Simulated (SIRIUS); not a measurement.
**Ge in SIRIUS: convergence with k mesh**

Crystal: Ge.

```
CELL_PARAMETERS angstrom
0.00000 2.82891 2.82891
2.82891 0.00000 2.82891
2.82891 2.82891 0.00000
ATOMIC_POSITIONS crystal
Ge 0.75000 0.75000 0.75000
Ge 0.50000 0.50000 0.50000
```

| Quantity | Value |
| --- | --- |
| Program | SIRIUS 7.10.0 |
| Task | single point |
| Functional | PBE |
| Potentials or basis | in-house norm-conserving set, PBE (scalar relativistic) |
| Cutoff | 1078 eV |
| Density cutoff | 4311 eV |
| k mesh | 2 × 2 × 2 |
| Occupations | fermi-dirac, width 0.05 eV |
| Spin | no spin polarisation |

These are the settings of the first run; the series varies k mesh, with any setting tied to it.

Hardware: 1 thread of Arm Neoverse V1, with other jobs on the host.

Problem. The values tried are 2 × 2 × 2, 3 × 3 × 3, 4 × 4 × 4, 6 × 6 × 6, 7 × 7 × 7, 8 × 8 × 8, 10 × 10 × 10, 12 × 12 × 12, loosest first. From which on does the pressure stay within 0.1 GPa of the tightest run that finished?

Solution. From 6 × 6 × 6 on.

```csv
k mesh,"energy less the tightest run, at zero smearing (meV/atom)",pressure (GPa),SCF cycles,CPU time (s),peak memory (GiB)
2 × 2 × 2,1471.42,13.47,18,11,0.21
3 × 3 × 3,385.13,5.99,16,12,0.22
4 × 4 × 4,129.97,4.36,17,22,0.24
6 × 6 × 6,22.03,3.74,16,39,0.28
7 × 7 × 7,10.28,3.71,17,51,0.31
8 × 8 × 8,4.99,3.70,16,69,0.36
10 × 10 × 10,1.12,3.71,17,110,0.46
12 × 12 × 12,0.00,3.71,16,170,0.6
```

Not settled before the last step: the energy (to 1 meV/atom). Meshes of other sizes hit other points, so gaps and Fermi surfaces needn't settle smoothly. The tightest run that finished is the yardstick and may itself not be fully converged.
